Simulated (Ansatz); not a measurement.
Lu: eigenvalues along the path

```xyz
1
Lattice="-1.9500 1.9500 1.9500 1.9500 -1.9500 1.9500 1.9500 1.9500 -1.9500" Properties=species:S:1:pos:R:3 pbc="T T T"
Lu    0.0000    0.0000    0.0000
```

The structure comes from a relaxation in the same program, started in the bcc type, and has space group Im-3m. Whether it is a known phase or the ground state wasn't checked.

Spin–orbit coupling is left out, though it moves levels of the heavy atoms by tenths of an eV or more.

These are results of DFT, PBE, all-electron LAPW, scalar-relativistic in Ansatz 0.2.0, not measurements.

The runs use a Γ-centred 15×15×15 k mesh, Fermi–Dirac smearing of 0.08 eV, basis error target 0.5 meV/atom, no spin polarisation.

Path points, in fractions of the reciprocal vectors: Γ (0.000, 0.000, 0.000), H (0.500, -0.500, 0.500), N (0.000, 0.000, 0.500), P (0.250, 0.250, 0.250). Levels in eV from the Fermi level; bands 10 to 20, counted from the lowest band of the run. The gap is zero.

```
# k(1/Å) point b10 b11 b12 b13 b14 b15 b16 b17 b18 b19 b20
0.000 Γ -6.12 -5.20 -5.20 -5.20 -5.11 -5.11 -5.11 -5.09 2.11 2.11 2.11
0.115 - -6.04 -5.20 -5.20 -5.20 -5.11 -5.11 -5.11 -5.09 2.09 2.09 2.15
0.230 - -5.83 -5.20 -5.19 -5.19 -5.11 -5.11 -5.11 -5.10 2.03 2.03 2.26
0.345 - -5.47 -5.19 -5.18 -5.18 -5.12 -5.11 -5.11 -5.11 1.96 1.96 2.45
0.460 - -5.19 -5.18 -5.18 -5.13 -5.12 -5.11 -5.11 -4.99 1.91 1.91 2.55
0.575 - -5.18 -5.17 -5.17 -5.14 -5.13 -5.12 -5.12 -4.42 1.89 1.90 1.90
0.690 - -5.18 -5.16 -5.16 -5.15 -5.15 -5.12 -5.12 -3.76 1.25 1.97 1.97
0.806 - -5.17 -5.16 -5.16 -5.15 -5.15 -5.12 -5.12 -3.07 0.65 2.12 2.12
0.921 - -5.17 -5.16 -5.16 -5.14 -5.14 -5.12 -5.12 -2.40 0.11 2.36 2.36
1.036 - -5.19 -5.16 -5.15 -5.14 -5.14 -5.12 -5.12 -1.84 -0.36 2.71 2.71
1.151 - -5.20 -5.16 -5.15 -5.15 -5.14 -5.11 -5.11 -1.47 -0.75 3.15 3.15
1.266 - -5.20 -5.16 -5.15 -5.15 -5.12 -5.11 -5.11 -1.34 -1.06 3.70 3.70
1.381 - -5.21 -5.16 -5.15 -5.15 -5.11 -5.11 -5.11 -1.37 -1.29 4.35 4.35
1.496 - -5.21 -5.16 -5.16 -5.16 -5.11 -5.10 -5.10 -1.44 -1.43 5.06 5.06
1.611 H -5.21 -5.16 -5.16 -5.16 -5.10 -5.10 -5.10 -1.47 -1.47 5.61 5.61
1.692 - -5.21 -5.16 -5.16 -5.16 -5.10 -5.10 -5.10 -1.46 -1.45 5.16 5.26
1.774 - -5.21 -5.16 -5.16 -5.16 -5.11 -5.11 -5.10 -1.40 -1.39 4.43 4.70
1.855 - -5.21 -5.16 -5.16 -5.15 -5.11 -5.11 -5.11 -1.31 -1.30 3.71 4.12
1.937 - -5.20 -5.16 -5.16 -5.15 -5.12 -5.11 -5.11 -1.20 -1.19 3.05 3.55
2.018 - -5.20 -5.16 -5.16 -5.15 -5.12 -5.11 -5.11 -1.12 -1.04 2.52 3.00
2.099 - -5.20 -5.16 -5.16 -5.14 -5.13 -5.11 -5.11 -1.12 -0.86 2.17 2.50
2.181 - -5.19 -5.17 -5.16 -5.14 -5.13 -5.12 -5.11 -1.22 -0.67 2.03 2.06
2.262 - -5.19 -5.17 -5.16 -5.13 -5.13 -5.12 -5.12 -1.43 -0.46 1.61 2.16
2.343 - -5.18 -5.18 -5.16 -5.13 -5.12 -5.12 -5.12 -1.69 -0.25 1.25 2.43
2.425 - -5.18 -5.18 -5.16 -5.13 -5.12 -5.12 -5.12 -1.95 -0.04 0.95 2.81
2.506 - -5.18 -5.18 -5.17 -5.13 -5.12 -5.12 -5.11 -2.19 0.14 0.70 3.23
2.588 - -5.19 -5.18 -5.17 -5.13 -5.12 -5.12 -5.10 -2.36 0.29 0.53 3.64
2.669 - -5.19 -5.18 -5.17 -5.13 -5.12 -5.11 -5.10 -2.48 0.39 0.43 3.95
2.750 N -5.19 -5.18 -5.17 -5.13 -5.12 -5.11 -5.10 -2.51 0.39 0.43 4.07
2.832 - -5.19 -5.18 -5.17 -5.13 -5.12 -5.11 -5.10 -2.56 0.41 0.41 4.09
2.913 - -5.19 -5.17 -5.17 -5.13 -5.12 -5.11 -5.10 -2.71 0.38 0.46 4.14
2.994 - -5.19 -5.17 -5.16 -5.14 -5.13 -5.11 -5.10 -2.95 0.39 0.54 4.16
3.076 - -5.19 -5.16 -5.16 -5.14 -5.13 -5.12 -5.10 -3.28 0.46 0.65 4.15
3.157 - -5.19 -5.16 -5.16 -5.15 -5.14 -5.12 -5.10 -3.67 0.60 0.79 4.09
3.239 - -5.19 -5.16 -5.16 -5.15 -5.13 -5.12 -5.10 -4.08 0.81 0.95 4.00
3.320 - -5.19 -5.17 -5.17 -5.14 -5.13 -5.12 -5.10 -4.50 1.06 1.13 3.83
3.401 - -5.19 -5.18 -5.17 -5.13 -5.13 -5.11 -5.10 -4.89 1.33 1.33 3.39
3.483 - -5.24 -5.19 -5.18 -5.18 -5.12 -5.12 -5.11 -5.10 1.52 1.59 3.01
3.564 - -5.54 -5.19 -5.19 -5.19 -5.12 -5.12 -5.11 -5.10 1.70 1.81 2.69
3.645 - -5.79 -5.19 -5.19 -5.19 -5.11 -5.11 -5.11 -5.10 1.87 1.96 2.44
3.727 - -5.97 -5.20 -5.19 -5.19 -5.11 -5.11 -5.11 -5.09 2.00 2.05 2.26
3.808 - -6.08 -5.20 -5.20 -5.20 -5.11 -5.11 -5.11 -5.09 2.08 2.10 2.14
3.890 Γ -6.12 -5.20 -5.20 -5.20 -5.11 -5.11 -5.11 -5.09 2.11 2.11 2.11
3.989 - -6.06 -5.20 -5.20 -5.20 -5.11 -5.11 -5.11 -5.09 2.07 2.07 2.17
4.089 - -5.90 -5.19 -5.19 -5.19 -5.11 -5.11 -5.11 -5.10 1.96 1.96 2.36
4.189 - -5.63 -5.19 -5.19 -5.19 -5.12 -5.11 -5.11 -5.10 1.77 1.77 2.68
4.288 - -5.28 -5.19 -5.18 -5.18 -5.13 -5.11 -5.11 -5.10 1.50 1.50 3.11
4.388 - -5.18 -5.18 -5.18 -5.14 -5.11 -5.11 -5.11 -4.83 1.20 1.20 3.65
4.488 - -5.18 -5.17 -5.17 -5.15 -5.12 -5.12 -5.11 -4.31 0.88 0.88 4.28
4.587 - -5.17 -5.16 -5.16 -5.16 -5.12 -5.12 -5.12 -3.75 0.59 0.59 4.42
4.687 - -5.17 -5.17 -5.16 -5.16 -5.12 -5.12 -5.12 -3.13 0.33 0.33 4.58
4.786 - -5.18 -5.16 -5.15 -5.15 -5.13 -5.12 -5.12 -2.50 0.13 0.13 4.74
4.886 - -5.18 -5.16 -5.15 -5.15 -5.13 -5.12 -5.12 -1.86 -0.03 -0.03 4.88
4.986 - -5.18 -5.15 -5.15 -5.15 -5.14 -5.12 -5.12 -1.25 -0.14 -0.14 5.00
5.085 - -5.18 -5.14 -5.14 -5.14 -5.14 -5.12 -5.12 -0.72 -0.21 -0.21 4.81
5.185 - -5.17 -5.14 -5.14 -5.14 -5.14 -5.13 -5.13 -0.36 -0.24 -0.24 4.26
5.285 P -5.17 -5.14 -5.14 -5.14 -5.13 -5.13 -5.13 -0.24 -0.24 -0.24 4.07
5.384 - -5.17 -5.15 -5.15 -5.14 -5.13 -5.13 -5.13 -0.35 -0.23 -0.23 4.23
5.484 - -5.18 -5.15 -5.15 -5.13 -5.13 -5.13 -5.13 -0.55 -0.22 -0.22 4.59
5.584 - -5.18 -5.16 -5.16 -5.13 -5.13 -5.13 -5.12 -0.73 -0.21 -0.21 4.95
5.683 - -5.18 -5.16 -5.16 -5.13 -5.13 -5.12 -5.12 -0.81 -0.23 -0.23 4.78
5.783 - -5.19 -5.16 -5.16 -5.13 -5.13 -5.13 -5.12 -0.75 -0.28 -0.28 4.60
5.883 - -5.19 -5.16 -5.16 -5.13 -5.13 -5.13 -5.11 -0.54 -0.37 -0.37 4.44
5.982 - -5.19 -5.16 -5.16 -5.14 -5.13 -5.13 -5.11 -0.50 -0.50 -0.16 4.34
6.082 - -5.19 -5.16 -5.16 -5.14 -5.12 -5.12 -5.11 -0.67 -0.67 0.37 4.33
6.182 - -5.20 -5.16 -5.16 -5.15 -5.12 -5.12 -5.11 -0.86 -0.86 1.05 4.41
6.281 - -5.20 -5.16 -5.16 -5.15 -5.12 -5.12 -5.11 -1.05 -1.05 1.88 4.57
6.381 - -5.21 -5.16 -5.16 -5.16 -5.11 -5.11 -5.10 -1.22 -1.22 2.82 4.81
6.481 - -5.21 -5.16 -5.16 -5.16 -5.11 -5.11 -5.10 -1.36 -1.36 3.85 5.10
6.580 - -5.21 -5.16 -5.16 -5.16 -5.10 -5.10 -5.10 -1.44 -1.44 4.89 5.42
6.680 H -5.21 -5.16 -5.16 -5.16 -5.10 -5.10 -5.10 -1.47 -1.47 5.61 5.61
8.075 P -5.17 -5.14 -5.14 -5.14 -5.13 -5.13 -5.13 -0.24 -0.24 -0.24 4.07
8.133 - -5.17 -5.14 -5.14 -5.14 -5.13 -5.13 -5.13 -0.29 -0.24 -0.23 4.13
8.190 - -5.17 -5.15 -5.15 -5.14 -5.13 -5.13 -5.13 -0.42 -0.22 -0.20 4.29
8.248 - -5.18 -5.15 -5.15 -5.13 -5.13 -5.13 -5.13 -0.62 -0.19 -0.16 4.50
8.305 - -5.18 -5.16 -5.15 -5.13 -5.13 -5.13 -5.12 -0.85 -0.15 -0.11 4.64
8.363 - -5.18 -5.16 -5.15 -5.13 -5.13 -5.12 -5.12 -1.11 -0.09 -0.05 4.63
8.421 - -5.18 -5.17 -5.16 -5.13 -5.12 -5.12 -5.12 -1.36 -0.03 0.01 4.56
8.478 - -5.18 -5.17 -5.16 -5.13 -5.12 -5.12 -5.12 -1.61 0.04 0.09 4.47
8.536 - -5.18 -5.17 -5.16 -5.13 -5.12 -5.12 -5.11 -1.83 0.11 0.16 4.37
8.593 - -5.18 -5.18 -5.16 -5.13 -5.12 -5.12 -5.11 -2.03 0.18 0.23 4.28
8.651 - -5.18 -5.18 -5.16 -5.13 -5.12 -5.12 -5.11 -2.20 0.25 0.29 4.21
8.708 - -5.18 -5.18 -5.17 -5.13 -5.12 -5.11 -5.10 -2.34 0.31 0.35 4.15
8.766 - -5.19 -5.18 -5.17 -5.13 -5.12 -5.11 -5.10 -2.43 0.35 0.39 4.10
8.823 - -5.19 -5.18 -5.17 -5.13 -5.12 -5.11 -5.10 -2.49 0.38 0.42 4.08
8.881 N -5.19 -5.18 -5.17 -5.13 -5.12 -5.11 -5.10 -2.51 0.39 0.43 4.07
```
